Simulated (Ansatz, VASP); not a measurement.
This is a calculation of Cu for VASP 6.6.1.

INCAR

```
SYSTEM = Cu
  ALGO = Fast
  EDIFF = 1E-6
  ENCUT = 520
  ISIF = 2
  ISMEAR = -1
  LASPH = .True.
  LCHARG = .False.
  LREAL = .False.
  LWAVE = .False.
  NBANDS = 18
  NELM = 100
  PREC = Accurate
  SIGMA = 0.05
```

The input KPOINTS:

```
k-points
0
Gamma
  12 12 7
  0 0 0
```

The input POSCAR:

```
Cu
1.0
    2.4823658959      0.0000000000      0.0000000000
   -1.2411829479      2.1497919273      0.0000000000
    0.0000000000      0.0000000000      4.0286174227
Cu
2
Direct
    0.6666666667      0.3333333333      0.7500000000
    0.3333333333      0.6666666667      0.2500000000
```

Potentials or basis: VASP PAW LDA potentials, release 64 (Cu).

The run is started by

```bash
$ cat potpaw_LDA.64/Cu/POTCAR > POTCAR
$ mpirun -np 1 vasp_std > vasp.out
```

Translate it to Ansatz 0.2.0. Potentials there: all-electron LAPW, scalar-relativistic.

As run (the cutoff follows the program's own potentials):

input.yaml

```yaml
crystal:
  lattice:
    - [2.4823658959, 0.0, 0.0]
    - [-1.2411829479, 2.1497919273, 0.0]
    - [0.0, 0.0, 4.0286174227]
  atoms:
    - { symbol: Cu, position: [0.6666666667, 0.3333333333, 0.75] }
    - { symbol: Cu, position: [0.3333333333, 0.6666666667, 0.25] }
kpoints:
  mp_grid: { grid: [12, 12, 7] }
scf:
  occupations: { method: fermi_dirac, width: 0.05 }
hamiltonian:
  xc: lda
  pseudopotentials: { kind: all_electron, lapw: { basis_error: 0.001 } }
output:
  forces: true
  stress: true
  eigenvalues: true
```

Potentials or basis: all-electron LAPW, scalar-relativistic.

Command:

```console
$ ansatz run input.yaml --threads 1 --pin off --max-ram 3072MiB --backend cpu --events-out ev --progress --plain --runs-dir out
```

Both were run:

|  | VASP | Ansatz | Ansatz less VASP |
| --- | --- | --- | --- |
| gap on the k mesh at the Fermi level (eV) | none | none | - |
| pressure (GPa) | 3.7 | 2.8 | -0.91 |
| largest component of the traceless stress (GPa) | 0.38 | 0.45 | +0.075 |

A gap of «none» marks a metal or a gap that the smearing closes. Ansatz ran all-electron here, so the differences hold the error of VASP's frozen core and of both bases.
